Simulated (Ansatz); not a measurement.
The system is EuS.

```xyz
2
Lattice="0.0000 2.9785 2.9785 2.9785 0.0000 2.9785 2.9785 2.9785 0.0000" Properties=species:S:1:pos:R:3 pbc="T T T"
Eu    0.0000    0.0000    0.0000
S     2.9785    2.9785    2.9785
```

- Program: Ansatz 0.2.0
- Task: relaxation of cell and atoms
- Functional: SVWN5
- Potentials or basis: Ansatz PAW
- Cutoff: 420 eV (not typed: the program's choice for these potentials)
- k mesh: 8 × 8 × 8
- Occupations: fermi-dirac, width 0.05 eV
- Spin: collinear spin, ferromagnetic start
- Starting moments: [7.0, 0.0] μB

At the start: volume 26.42 Å³/atom.

Problem. Where does the relaxation end?

Solution. It ends after 5 steps and the volume is 22.59 Å³/atom (-14.5 %); space group Fm-3m (No. 225, to 0.05 Å); moment 6.87 μB per cell.

Step by step:
| step | energy change (eV) | largest force (eV/Å) | volume (Å³) |
| --- | --- | --- | --- |
| 1 | 0.0000 | 0.0000 | 52.85 |
| 2 | -0.2093 | 0.0000 | 45.49 |
| 3 | -0.2099 | 0.0000 | 45.07 |
| 4 | -0.2099 | 0.0000 | 45.18 |
| 5 | -0.2072 | 0.0000 | 45.18 |

Final structure:
```
CELL_PARAMETERS angstrom
0.00000 2.82684 2.82684
2.82684 0.00000 2.82684
2.82684 2.82684 0.00000
ATOMIC_POSITIONS crystal
Eu 0.00000 0.00000 0.00000
S 0.50000 0.50000 0.50000
```

Caveat: the plane-wave basis is chosen anew once the cell has moved, so the energies of steps on either side of that aren't comparable; the volume moved by -15 % from the deposited cell, more than functionals usually miss; a cell with one magnetic atom can't hold antiferromagnetic order, which such compounds often take; without U or exact exchange the open f shell lies at the Fermi level, which spoils levels, moments and volumes; the PAW data sets come from PBE, with cores solved anew for the run's functional, which leaves a small shift of forces and pressure.
